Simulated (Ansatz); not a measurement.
# FeS2 (Pnnm): equation of state

An exercise on one series of results from a longer session: the logs are not shown, and one member is left open.

The COD entry's cell or inner coordinates are ideal or old and differ from later refinements, so a difference from it is no clean test against experiment.

Computed with Ansatz 0.2.0 (DFT PBE, scalar-relativistic, plane waves, PAW, unless a step's input says otherwise).

Spin polarisation is switched off on purpose; where the compound carries moments, volume, stiffness and gap are then not the real material's.

## The structure to begin with

It takes space group Pnnm (No. 58, orthorhombic). The conventional cell has a = 4.439 Å, b = 5.410 Å, c = 3.389 Å, α = 90.00°, β = 90.00°, γ = 90.00°. Around Fe (site symmetry 2/m) lie 6 S at 2.23 to 2.24 Å. Around S (site symmetry m) lie 3 Fe at 2.23 to 2.24 Å and 1 S at 2.28 Å.

Coordinates:

```cif
data_structure
_symmetry_space_group_name_H-M 'Pnnm'
_symmetry_Int_Tables_number 58
_cell_length_a 4.4389
_cell_length_b 5.4098
_cell_length_c 3.3893
_cell_angle_alpha 90.000
_cell_angle_beta 90.000
_cell_angle_gamma 90.000
_cell_volume 81.39
loop_
_atom_site_label
_atom_site_type_symbol
_atom_site_symmetry_multiplicity
_atom_site_Wyckoff_symbol
_atom_site_fract_x
_atom_site_fract_y
_atom_site_fract_z
_atom_site_occupancy
Fe1 Fe 2 a 0.00000 0.00000 0.00000 1
S1 S 4 g 0.20627 0.37519 0.00000 1
```

An earlier run at PBE left this cell at 13.565 Å³/atom and 0.00 GPa (6×6×8 mesh).

Volume factors to run: 0.980, 1.020, 0.960, 1.040.

Set-up of the first run:

The input, input.yaml:

```yaml
crystal:
  lattice:
    - [4.4091182127, 0.0, 0.0]
    - [0.0, 5.3734970553, 0.0]
    - [0.0, 0.0, 3.3665908378]
  atoms:
    - { symbol: Fe, position: [0.0, 0.0, 0.0] }
    - { symbol: Fe, position: [0.5, 0.5, 0.5] }
    - { symbol: S, position: [0.2062737973, 0.3751853355, 0.0] }
    - { symbol: S, position: [0.2937262027, 0.8751853355, 0.5] }
    - { symbol: S, position: [0.7937262027, 0.6248146645, 0.0] }
    - { symbol: S, position: [0.7062737973, 0.1248146645, 0.5] }
basis:
  ecutwfc: 420
  ecutrho_ratio: 4
kpoints:
  mp_grid: { grid: [6, 6, 8] }
hamiltonian:
  xc: pbe
scf:
  occupations: { method: gaussian, width: 0.05 }
output:
  forces: true
  stress: true
  eigenvalues: true
relax:
  f_tol: 0.01
  max_steps: 40
  cell: { stress_tol: 0.1, fix: [volume] }
```

Run with:

```bash
$ ansatz run input.yaml --threads 2 --pin off --max-ram 5120MiB --backend cpu --events-out ev --progress --plain --runs-dir out
```

Among the steps run: Volume × 0.980; Scaling the volume by 1.020; At 0.960 of the relaxed volume; At 1.040 of the relaxed volume.

One table of the session follows, with a row left open; its other results are not shown here.

It belongs to the step «Energy and pressure against volume». 

```
volume (Å³/atom)  energy (meV/atom)  pressure (GPa)  gap (eV)
          13.022              10.96            6.74      1.01
          13.294                  ?               ?         ?
          13.565               0.00            0.00      0.90
          13.836               2.45           -2.84      0.84
          14.108               9.42           -5.36      0.79
```

Estimate the missing values for volume (Å³/atom) = 13.294.

Worked estimate for «energy (meV/atom)». A straight line through the neighbours (13.022, 10.96) and (13.565, 0.00) gives 10.96 + (0.00 − 10.96) × (13.294 − 13.022) / (13.565 − 13.022) = 5.47; a parabola fitted to 3 rows on both sides gives 2.82.

**Answer.** energy (meV/atom): 2.64; pressure (GPa): 3.18; gap (eV): 0.95. In «energy (meV/atom)» the line misses by +2.83 and the parabola by +0.18.
